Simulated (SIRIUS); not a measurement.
The system is HgTe (Coloradoite).

```
Hg Te
1.0
     0.00000    3.21450    3.21450
     3.21450    0.00000    3.21450
     3.21450    3.21450    0.00000
Hg Te
1 1
Direct
  0.00000 0.00000 0.00000
  0.75000 0.75000 0.75000
```

Base run:

| Item | Value |
| --- | --- |
| Program | SIRIUS 7.12.0 |
| Functional | BLYP |
| Potentials or basis | PseudoDojo 0.4.1 PBE standard (scalar relativistic) |
| Cutoff | 1102 eV |
| Density cutoff | 4408 eV |
| k mesh | 6 × 6 × 6 |
| Occupations | fermi-dirac, width 0.05 eV |
| Spin | no spin polarisation |

Its results: band gap on the k mesh 0.00 eV; pressure 7.9 GPa.

Q: The run is repeated on the same cell with these changes: functional from BLYP to APBE; libxc names from ["XC_GGA_X_B88", "XC_GGA_C_LYP"] to ["XC_GGA_X_APBE", "XC_GGA_C_APBE"]. What comes out?

A: Band gap on the k mesh 0.00 eV; pressure 5.6 GPa.

Caveats: the potentials were made for another functional, which shifts forces and pressure; spin-orbit coupling is left out, which moves the levels of the heavy elements.

A k mesh can miss the band edges.
